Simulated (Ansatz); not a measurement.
**Density of states of H**

```cif
data_structure
_symmetry_space_group_name_H-M 'Fm-3m'
_symmetry_Int_Tables_number 225
_cell_length_a 2.2837
_cell_length_b 2.2837
_cell_length_c 2.2837
_cell_angle_alpha 90.000
_cell_angle_beta 90.000
_cell_angle_gamma 90.000
_cell_volume 11.91
loop_
_atom_site_label
_atom_site_type_symbol
_atom_site_symmetry_multiplicity
_atom_site_Wyckoff_symbol
_atom_site_fract_x
_atom_site_fract_y
_atom_site_fract_z
_atom_site_occupancy
H1 H 4 a 0.00000 0.00000 0.00000 1
```

The runs use the primitive cell with vectors (0.000, 1.142, 1.142), (1.142, 0.000, 1.142), (1.142, 1.142, 0.000) Å, to which the k mesh refers.

The structure is cubic, space group Fm-3m (No. 225). The conventional cell has a = 2.284 Å, b = 2.284 Å, c = 2.284 Å, α = 90.00°, β = 90.00°, γ = 90.00°. H (site symmetry m-3m) has 12 H at 1.61 Å as nearest neighbours.

The cell was built from the fcc type and relaxed in the same program, and has space group Fm-3m; it needn't be a known or the stable phase.

The calculation used DFT, PBE, all-electron LAPW, scalar-relativistic in Ansatz 0.2.0.

Numerical set-up: a Γ-centred 20×20×20 k mesh, Fermi–Dirac smearing of 0.05 eV, basis error target 1 meV/atom, no spin polarisation.

States per eV and cell, averaged over 0.4 eV, from -13.0 to 6.8 eV, with energies (bin centres) from the Fermi level; empty bins are left out. 

```
E (eV)  total
 -12.9   0.04
 -12.5   0.04
 -12.1   0.04
 -11.7   0.05
 -11.3   0.05
 -10.9   0.05
 -10.5   0.05
 -10.1   0.05
  -9.7   0.06
  -9.3   0.06
  -8.9   0.06
  -8.5   0.06
  -8.1   0.06
  -7.7   0.06
  -7.3   0.07
  -6.9   0.07
  -6.5   0.07
  -6.1   0.07
  -5.7   0.07
  -5.3   0.07
  -4.9   0.08
  -4.5   0.08
  -4.1   0.08
  -3.7   0.08
  -3.3   0.08
  -2.9   0.09
  -2.5   0.09
  -2.1   0.09
  -1.7   0.09
  -1.3   0.09
  -0.9   0.10
  -0.5   0.10
  -0.1   0.10
   0.3   0.11
   0.7   0.12
   1.1   0.13
   1.5   0.13
   1.9   0.12
   2.3   0.12
   2.7   0.12
   3.1   0.12
   3.5   0.12
   3.9   0.11
   4.3   0.11
   4.7   0.11
   5.1   0.11
   5.5   0.11
   5.9   0.11
   6.3   0.11
   6.7   0.11
```
